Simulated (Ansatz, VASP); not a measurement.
## Two plane-wave programs on Sn

Contents of INCAR:

```
SYSTEM = Sn
PREC     = Accurate       ! precision mode
ENCUT    = 600            ! plane-wave cutoff, eV
EDIFF    = 1E-6           ! SCF threshold, eV
ISMEAR   = -1             ! smearing method
SIGMA    = 0.05           ! smearing width, eV
LREAL    = .FALSE.        ! projectors in reciprocal space
LASPH    = .TRUE.         ! aspherical terms in the spheres
NELM     = 100            ! most SCF steps
ALGO     = Fast           ! electronic algorithm
ISIF     = 3              ! what is computed and relaxed
LWAVE    = .FALSE.        ! write WAVECAR
LCHARG   = .FALSE.        ! write CHGCAR
GGA      = PE             ! functional
IBRION   = 2              ! ionic algorithm
NSW      = 40             ! ionic steps
EDIFFG   = -0.01          ! ionic threshold
```

The input KPOINTS:

```
Automatic mesh
0
G
  10 10 10
  0 0 0
```

Contents of POSCAR:

```
Sn
1.0
   -1.8946518192      1.8946518192      1.8946518192
    1.8946518192     -1.8946518192      1.8946518192
    1.8946518192      1.8946518192     -1.8946518192
Sn
1
Direct
    0.0000000000      0.0000000000      0.0000000000
```

Contents of input.yaml:

```yaml
crystal:
  lattice:
    - [-1.8946518192, 1.8946518192, 1.8946518192]
    - [1.8946518192, -1.8946518192, 1.8946518192]
    - [1.8946518192, 1.8946518192, -1.8946518192]
  atoms:
    - { symbol: Sn, position: [0.0, 0.0, 0.0] }
hamiltonian:
  xc: pbe
  pseudopotentials: { kind: paw }
kpoints:
  mp_grid: { grid: [10, 10, 10] }
scf:
  occupations: { method: fermi_dirac, width: 0.05 }
output:
  forces: true
  stress: true
  eigenvalues: true
  write_density: true
  write_potential: true
  elf: true
  volumetric_format: npy
relax:
  f_tol: 0.01
  max_steps: 40
  cell: { stress_tol: 0.05 }
```

This isn't the form of Sn at room conditions, which is tetragonal (white tin).

Alike in both runs: task relaxation of cell and atoms; functional PBE; k mesh 10 × 10 × 10; occupations fermi-dirac, width 0.05 eV; no spin polarisation.

|  | VASP | Ansatz |
| --- | --- | --- |
| version | VASP 6.6.1 | Ansatz 0.2.0 |
| potentials or method | VASP PAW PBE potentials, release 64 (Sn_d_GW) | Ansatz PAW |
| plane-wave cutoff (eV) | 600 | 420 |
| valence electrons in the cell | 14 | 14 |

```tsv
	VASP	Ansatz	Ansatz less VASP
gap on the k mesh at the Fermi level, each at its own relaxed structure (eV)	none	none	-
relaxed volume (Å³/atom)	27.71	27.58	-0.131
relaxed cell length with the largest relative difference (Å)	3.302	3.297	-0.0052
```

A gap of «none» marks a metal or a gap that the smearing closes.

Caveats: the plane-wave basis is chosen anew once the cell has moved, so the energies of steps on either side of that aren't comparable (Ansatz).
